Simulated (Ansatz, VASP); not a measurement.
**Zn: VASP beside Ansatz**

```
Zn
1.0
     2.56397    0.00000    0.00000
     0.00000    2.56397    0.00000
     0.00000    0.00000    2.56397
Zn
1
Direct
  0.00000 0.00000 0.00000
```

Alike in both runs: task single point; functional RPBE; k mesh 13 × 13 × 13; occupations fermi-dirac, width 0.1 eV; no spin polarisation.

|  | VASP | Ansatz |
| --- | --- | --- |
| version | VASP 6.6.1 | Ansatz 0.2.0 |
| potentials or method | VASP PAW PBE potentials, release 64 (Zn) | plane waves (420 eV) with PAW, scalar-relativistic |
| plane-wave cutoff (eV) | 520 | 420 |
| valence electrons in the cell | 12 | 12 |

```csv
,VASP,Ansatz,Ansatz less VASP
pressure (GPa),7.4,7.1,-0.25
```

Caveats: the PAW data sets were made with another functional, which shifts forces and pressure a little (VASP).
